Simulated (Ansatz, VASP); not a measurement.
Co in VASP and in Ansatz

File INCAR:

```
SYSTEM = Co
ALGO = Normal
EDIFF = 1E-6
ENCUT = 520
GGA = PE
ISIF = 2
ISMEAR = -1
ISPIN = 2
LASPH = .True.
LCHARG = .False.
LMAXMIX = 4
LORBIT = 11
LREAL = .False.
LWAVE = .False.
MAGMOM = 2
NBANDS = 14
NELM = 150
PREC = Accurate
SIGMA = 0.08
```

KPOINTS

```
k-points
0
Gamma
  16 16 16
  0 0 0
```

The input POSCAR:

```
Co
1.0
    0.0000000000      1.7957000000      1.7957000000
    1.7957000000      0.0000000000      1.7957000000
    1.7957000000      1.7957000000      0.0000000000
Co
1
Direct
    0.0000000000      0.0000000000      0.0000000000
```

Input for Ansatz:

```yaml
crystal:
  lattice:
    - [0.0, 1.7957, 1.7957]
    - [1.7957, 0.0, 1.7957]
    - [1.7957, 1.7957, 0.0]
  atoms:
    - { symbol: Co, position: [0.0, 0.0, 0.0], spin: 2.0 }
magnetization:
  spin_polarized: true
kpoints:
  mp_grid: { grid: [16, 16, 16] }
  band_path:
    path:
      - [0.0, 0.0, 0.0]
      - [0.5, 0.0, 0.5]
      - [0.625, 0.25, 0.625]
      - [0.375, 0.375, 0.75]
      - [0.0, 0.0, 0.0]
      - [0.5, 0.5, 0.5]
      - [0.5, 0.25, 0.75]
      - [0.5, 0.0, 0.5]
    npoints: 8
scf:
  occupations: { method: fermi_dirac, width: 0.08 }
hamiltonian:
  xc: pbe
  pseudopotentials: { kind: all_electron, lapw: { basis_error: 0.001 } }
output:
  forces: true
  stress: true
  eigenvalues: true
  populations: true
  dos: { projected: true, de: 0.2, e_range: [-14, 8] }
```

This isn't the form of Co at room conditions, which is hcp.

Alike in both runs: task single point; functional PBE; k mesh 16 × 16 × 16; occupations fermi-dirac, width 0.08 eV; collinear spin.

|  | VASP | Ansatz |
| --- | --- | --- |
| version | VASP 6.6.1 | Ansatz 0.2.0 |
| potentials or method | VASP PAW PBE potentials, release 64 (Co) | all-electron LAPW, scalar-relativistic |
| plane-wave cutoff (eV) | 520 | see its input |

```csv
,VASP,Ansatz,Ansatz less VASP
pressure (GPa),-10.9,-10.5,+0.41
net moment per atom (μB),1.69,1.71,+0.017
size of the moment on the site where the two differ most (μB),1.72,1.76,+0.041
```

Site moments also hang on the region over which each program counts them. Ansatz ran all-electron here, so the differences hold the error of VASP's frozen core and of both bases.
